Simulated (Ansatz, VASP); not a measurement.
**One calculation of CsI, two programs**

The input INCAR:

```
SYSTEM = CsI
PREC = Accurate
ENCUT = 520
EDIFF = 1E-6
ISMEAR = 0
SIGMA = 0.05
LREAL = .FALSE.
LASPH = .TRUE.
NELM = 100
ALGO = Fast
ISIF = 2
LWAVE = .FALSE.
LCHARG = .FALSE.
GGA = PS
NBANDS = 15
```

Contents of KPOINTS:

```
Automatic mesh
0
G
  6 6 6
  0 0 0
```

POSCAR

```
CsI
1.0
    4.5667000000      0.0000000000      0.0000000000
    0.0000000000      4.5667000000      0.0000000000
    0.0000000000      0.0000000000      4.5667000000
Cs I
1 1
Direct
    0.0000000000      0.0000000000      0.0000000000
    0.5000000000      0.5000000000      0.5000000000
```

Input for Ansatz:

```yaml
crystal:
  lattice:
    - [4.5667, 0.0, 0.0]
    - [0.0, 4.5667, 0.0]
    - [0.0, 0.0, 4.5667]
  atoms:
    - { symbol: Cs, position: [0.0, 0.0, 0.0] }
    - { symbol: I, position: [0.5, 0.5, 0.5] }
basis:
  ecutwfc: 420
kpoints:
  mp_grid: { grid: [6, 6, 6] }
hamiltonian:
  xc: pbesol
scf:
  occupations: { method: gaussian, width: 0.05 }
output:
  forces: true
  stress: true
  eigenvalues: true
```

Alike in both runs: task single point; functional PBEsol; k mesh 6 × 6 × 6; occupations gaussian, width 0.05 eV; no spin polarisation.

|  | VASP | Ansatz |
| --- | --- | --- |
| version | VASP 6.6.1 | Ansatz 0.2.0 |
| potentials or method | VASP PAW PBE potentials, release 64 (Cs_sv, I) | scalar-relativistic, plane waves, PAW |
| plane-wave cutoff (eV) | 520 | 420 |
| valence electrons in the cell | 16 | 26 |

```csv
,VASP,Ansatz,Ansatz less VASP
gap on the k mesh at the Fermi level (eV),3.70,3.72,+0.012
least direct gap on the mesh (eV),3.79,3.80,+0.008
pressure (GPa),-0.4,-0.5,-0.07
```

The two sets of potentials don't hold the same shells in valence.

Caveats: the PAW data sets were made with another functional, which shifts forces and pressure a little (VASP); spin-orbit coupling is left out, which moves the levels of the heavy elements. As with any semilocal functional, this PBEsol gap is likely too small. A k mesh can miss the band edges.
